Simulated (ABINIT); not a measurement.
Crystal: ZrSe2.

```xyz
3
Lattice="3.7980 0.0000 0.0000 -1.8990 3.2892 0.0000 0.0000 0.0000 6.1920" Properties=species:S:1:pos:R:3 pbc="T T T"
Zr    0.0000    0.0000    0.0000
Se    1.8990    1.0964    4.6440
Se    0.0000    2.1928    1.5480
```

Base run:

```yaml
Program: ABINIT 10.8.3 (patched build)
Functional: PBEsol
Potentials_or_basis: JTH PAW PBE v2.0
Cutoff: 463 eV
k_mesh: 10 × 10 × 6
Occupations: fermi-dirac, width 0.05 eV
Spin: no spin polarisation
```

Its results: band gap on the k mesh 0.33 eV, indirect (least direct gap 1.03 eV); pressure -1.2 GPa; largest force 0.090 eV/Å.

Question: The run is repeated on the same cell with these changes: functional from PBEsol to PBE. What comes out?

Answer: Band gap on the k mesh 0.38 eV, indirect (least direct gap 1.07 eV); pressure 1.9 GPa; largest force 0.281 eV/Å.

PBE binds less tightly than PBEsol, so the same cell stands under more pressure.

Caveats: this functional lacks dispersion, which binds the layers, so the pressure and a relaxed spacing across them are unreliable; the PAW data sets were made with another functional, which shifts forces and pressure a little (some runs).

A k mesh can miss the band edges.
